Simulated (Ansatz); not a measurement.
GeO2 (rutile, P4_2/mnm), plane-wave PAW r²SCAN (Ansatz code), all energies at zero smearing, with the estimated change up to a 700 eV cutoff added, with one set of potentials and settings (totals compare only within such a set). Cell of 6 atoms (2 Ge, 4 O): -10880.663 eV.

| element | reference phase | E (eV/atom) |
|---|---|---|
| Ge | Fd-3m, 2 atoms in the cell | -4302.9121 |
| O | C2/m, 4 atoms in the cell, spin-polarised | -566.0346 |

Formation energy per atom, worked out: (-10880.663 − 2×(-4302.9121) − 4×(-566.0346))/6 = -1.783 eV/atom (-172 kJ per mol of atoms), at 0 K, without zero-point energy or fitted corrections.

The cell was relaxed with r²SCAN under the symmetry of its start. The references are the lowest solids computed at this level, not always the standard phases (solids in place of the gases).

Potentials: the earlier of the program's two PAW sets.
